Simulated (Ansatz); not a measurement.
Molecular dynamics of WC

input.yaml

```yaml
crystal:
  lattice:
    - [-2.929325, -5.073741, 0.0]
    - [4.393988, -2.53687, 0.0]
    - [0.0, 0.0, 5.740342]
  atoms:
    - { symbol: W, position: [0.75, 0.5, 0.0] }
    - { symbol: C, position: [0.5, 0.6666667, 0.25] }
    - { symbol: W, position: [0.75, 0.5, 0.5] }
    - { symbol: C, position: [0.5, 0.6666667, 0.75] }
    - { symbol: W, position: [0.5, 0.0, 0.0] }
    - { symbol: C, position: [0.25, 0.1666667, 0.25] }
    - { symbol: W, position: [0.5, 0.0, 0.5] }
    - { symbol: C, position: [0.25, 0.1666667, 0.75] }
    - { symbol: W, position: [0.25, 0.5, 0.0] }
    - { symbol: C, position: [0.0, 0.6666667, 0.25] }
    - { symbol: W, position: [0.25, 0.5, 0.5] }
    - { symbol: C, position: [0.0, 0.6666667, 0.75] }
    - { symbol: W, position: [0.0, 0.0, 0.0] }
    - { symbol: C, position: [0.75, 0.1666667, 0.25] }
    - { symbol: W, position: [0.0, 0.0, 0.5] }
    - { symbol: C, position: [0.75, 0.1666667, 0.75] }
basis:
  ecutwfc: 420.0
kpoints:
  mp_grid: { grid: [2, 2, 2] }
hamiltonian:
  xc: pbe
  pseudopotentials: { kind: paw, azcp: { folder: soft_1 } }
scf:
  occupations: { method: fermi_dirac, width: 0.17 }
  lower_state_search: "off"
md:
  timestep: 1.5
  n_steps: 380
  ensemble: nvt_langevin
  temperature: 300.0
  initial_velocities: maxwell_boltzmann
  seed: 488026
  friction: 0.02
  temperature_schedule: [{ n_steps: 380, end_temperature: 2000.0 }]
```

Run as:

```bash
$ ansatz run input.yaml --threads 1 --pin off --max-ram 3072MiB --backend cpu --events-out ev --progress --plain --runs-dir out
```

It starts from a structure without forces on its atoms.

Output, in part (step lines):

```
md step     0: t =     0.00 fs  T =   281.2 K (target 300.0 K)  F+E_penalty+E_count = -85096.65002744 eV  E_kin = 0.581670 eV  (9 SCF iters)
md step     1: t =     1.50 fs  T =   265.4 K (target 302.2 K)  F+E_penalty+E_count = -85096.64111844 eV  E_kin = 0.548861 eV  (7 SCF iters)
md step     2: t =     3.00 fs  T =   237.8 K (target 306.7 K)  F+E_penalty+E_count = -85096.61480589 eV  E_kin = 0.491839 eV  (6 SCF iters)
md step     3: t =     4.50 fs  T =   264.1 K (target 311.2 K)  F+E_penalty+E_count = -85096.57342969 eV  E_kin = 0.546100 eV  (6 SCF iters)
md step     4: t =     6.00 fs  T =   227.3 K (target 315.7 K)  F+E_penalty+E_count = -85096.51790155 eV  E_kin = 0.470093 eV  (6 SCF iters)
md step     5: t =     7.50 fs  T =   229.1 K (target 320.1 K)  F+E_penalty+E_count = -85096.45469478 eV  E_kin = 0.473896 eV  (5 SCF iters)
md step     6: t =     9.00 fs  T =   222.3 K (target 324.6 K)  F+E_penalty+E_count = -85096.38787517 eV  E_kin = 0.459674 eV  (5 SCF iters)
md step     7: t =    10.50 fs  T =   175.6 K (target 329.1 K)  F+E_penalty+E_count = -85096.32727687 eV  E_kin = 0.363167 eV  (5 SCF iters)
[... lines left out ...]
md step   379: t =   568.50 fs  T =  2618.8 K (target 1993.3 K)  F+E_penalty+E_count = -85093.03732959 eV  E_kin = 5.416157 eV  (6 SCF iters)
md step   380: t =   570.00 fs  T =  2330.1 K (target 1997.8 K)  F+E_penalty+E_count = -85092.82222019 eV  E_kin = 4.819076 eV  (7 SCF iters)
```

The steps, from the saved trajectory:

| time (fs) | T (K) | potential energy less start (eV) |
| --- | --- | --- |
| 0 | 281 | 0.000 |
| 18 | 241 | 0.461 |
| 36 | 183 | 0.586 |
| 54 | 428 | 0.598 |
| 72 | 342 | 0.664 |
| 90 | 398 | 0.484 |
| 108 | 322 | 0.903 |
| 126 | 446 | 1.070 |
| 144 | 684 | 0.798 |
| 162 | 571 | 1.153 |
| 180 | 701 | 1.228 |
| 198 | 844 | 1.316 |
| 216 | 824 | 1.889 |
| 234 | 1122 | 2.192 |
| 252 | 652 | 2.596 |
| 270 | 1245 | 1.622 |
| 288 | 1499 | 1.895 |
| 306 | 1128 | 2.736 |
| 324 | 1356 | 3.183 |
| 342 | 1367 | 2.906 |
| 360 | 2129 | 2.001 |
| 378 | 1217 | 3.435 |
| 396 | 1037 | 4.068 |
| 414 | 1462 | 3.286 |
| 432 | 1189 | 2.983 |
| 450 | 1193 | 3.034 |
| 468 | 1593 | 2.619 |
| 486 | 1635 | 3.160 |
| 504 | 1126 | 4.079 |
| 522 | 1580 | 3.953 |
| 540 | 1597 | 3.215 |
| 558 | 2359 | 3.309 |

All steps were run. The schedule's set-point averaged 1575 K over the second half and the system 1526 K. A run of 0.57 ps of so small a system gives no equilibrium averages. Limits of this set-up: coarse k mesh.

Mean squared displacements from the first frame to the last, about the centre of mass: W 0.01 Å², C 0.04 Å².

Last frame:

```xyz
16
Lattice="-2.9293 -5.0737 0.0000 4.3940 -2.5369 0.0000 0.0000 0.0000 5.7403" Properties=species:S:1:pos:R:3
W 0.012 -5.011 -0.278
C 1.447 -4.184 1.326
W 0.123 -5.138 2.788
C 1.556 -4.293 4.215
W -1.264 -2.378 -0.121
C 0.113 -1.600 1.459
W -1.470 -2.512 2.635
C 0.163 -1.674 4.190
W 1.578 -2.524 -0.253
C 2.998 -1.676 1.202
W 1.559 -2.573 2.670
C 3.001 -1.993 4.271
W 0.057 -0.128 -0.175
C -1.567 -4.031 1.240
W 0.079 -0.025 2.644
C -1.541 -4.221 4.024
```

Time of the run: 29 min on 1 thread of Arm Neoverse V2 (shared host), peak memory 0.5 GiB.
